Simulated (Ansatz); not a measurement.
**Hafnium (fcc) across density functionals**

All rows: Ansatz, plane waves with scalar-relativistic PAW, 420 eV (500 eV for the SCAN forms), relaxed under each functional, no dispersion correction, no zero-point motion. B₀ comes from uniform scaling at fixed shape; a dash is a value not given.

```csv
functional,V (Å³/atom),cell,B₀ (GPa),magnetic state,ΔE to hcp (meV/atom)
PBE,22.58,a = 4.487 Å,101,spin not included,71
r²SCAN,22.46,a = 4.479 Å,103,spin not included,84
PBEsol,21.58,a = 4.419 Å,108,spin not included,68
LDA,20.73,a = 4.361 Å,116,spin not included,63
revPBE,23.05,a = 4.518 Å,98,spin not included,71
BLYP,23.17,a = 4.526 Å,97,spin not included,70
```

(1) What does RPBE give?

Answers

(1) V (Å³/atom): 23.25; cell: a = 4.530 Å; B₀ (GPa): 97; magnetic state: spin not included; ΔE to hcp (meV/atom): 71.
